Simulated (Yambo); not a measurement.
Crystal: SiC (Moissanite 3C).

```
Si C
1.0
     0.00000    2.17900    2.17900
     2.17900    0.00000    2.17900
     2.17900    2.17900    0.00000
Si C
1 1
Direct
  0.00000 0.00000 0.00000
  0.75000 0.75000 0.75000
```

Base run:

| Quantity | Value |
| --- | --- |
| Program | Yambo 5.3.0 |
| Functional | PBEsol |
| Potentials or basis | PseudoDojo 0.4.1 SR PBEsol standard |
| Cutoff | 1116 eV |
| Density cutoff | 4463 eV |
| k mesh | 6 × 6 × 6 |
| Occupations | fixed |
| Spin | no spin polarisation |

Its results: band gap on the k mesh, mean-field level 1.24 eV, indirect (least direct gap 4.46 eV).

Question: The run is repeated on the same cell with these changes: functional from PBEsol to PBE; potentials or basis from PseudoDojo 0.4.1 SR PBEsol standard to PseudoDojo 0.4.1 SR PBE standard. What comes out?

Answer: Band gap on the k mesh, mean-field level 1.36 eV, indirect (least direct gap 4.55 eV).

A k mesh can miss the band edges.
